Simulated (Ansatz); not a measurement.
hcp against bcc along the 4d metals

These are results of Ansatz, DFT, r2SCAN, plane waves (500 eV) with PAW, scalar-relativistic, not measurements. The PAW files were generated under PBE, with cores re-solved for the functional.

Each structure is relaxed within its symmetry, in the lowest magnetic state of the tried starts. Differences under about 8 meV lie within the error of the k-point mesh.

Real yttrium is paramagnetic; a moment here is an artefact of the functional.

```json
{"element": "Y", "E(hcp) − E(bcc) (meV/atom)": "-135", "V(hcp) (Å³/atom)": "33.72", "V(bcc) (Å³/atom)": "33.76", "state of hcp": "ferromagnetic", "state of bcc": "ferromagnetic"}
{"element": "Zr", "E(hcp) − E(bcc) (meV/atom)": "-118", "V(hcp) (Å³/atom)": "23.49", "V(bcc) (Å³/atom)": "22.97", "state of hcp": "non-magnetic", "state of bcc": "non-magnetic"}
{"element": "Nb", "E(hcp) − E(bcc) (meV/atom)": "310", "V(hcp) (Å³/atom)": "18.59", "V(bcc) (Å³/atom)": "18.01", "state of hcp": "spin not included", "state of bcc": "spin not included"}
{"element": "Mo", "E(hcp) − E(bcc) (meV/atom)": "500", "V(hcp) (Å³/atom)": "15.97", "V(bcc) (Å³/atom)": "15.67", "state of hcp": "spin not included", "state of bcc": "spin not included"}
{"element": "Ru", "E(hcp) − E(bcc) (meV/atom)": "-544", "V(hcp) (Å³/atom)": "13.49", "V(bcc) (Å³/atom)": "14.40", "state of hcp": "non-magnetic", "state of bcc": "ferromagnetic"}
{"element": "Rh", "E(hcp) − E(bcc) (meV/atom)": "-283", "V(hcp) (Å³/atom)": "13.77", "V(bcc) (Å³/atom)": "14.30", "state of hcp": "non-magnetic", "state of bcc": "ferromagnetic"}
{"element": "Pd", "E(hcp) − E(bcc) (meV/atom)": "-20", "V(hcp) (Å³/atom)": "15.04", "V(bcc) (Å³/atom)": "15.06", "state of hcp": "ferromagnetic", "state of bcc": "spin not included"}
{"element": "Ag", "E(hcp) − E(bcc) (meV/atom)": "-30", "V(hcp) (Å³/atom)": "17.35", "V(bcc) (Å³/atom)": "17.45", "state of hcp": "spin not included", "state of bcc": "spin not included"}
{"element": "Cd", "E(hcp) − E(bcc) (meV/atom)": "-87", "V(hcp) (Å³/atom)": "22.19", "V(bcc) (Å³/atom)": "22.12", "state of hcp": "spin not included", "state of bcc": "spin not included"}
```
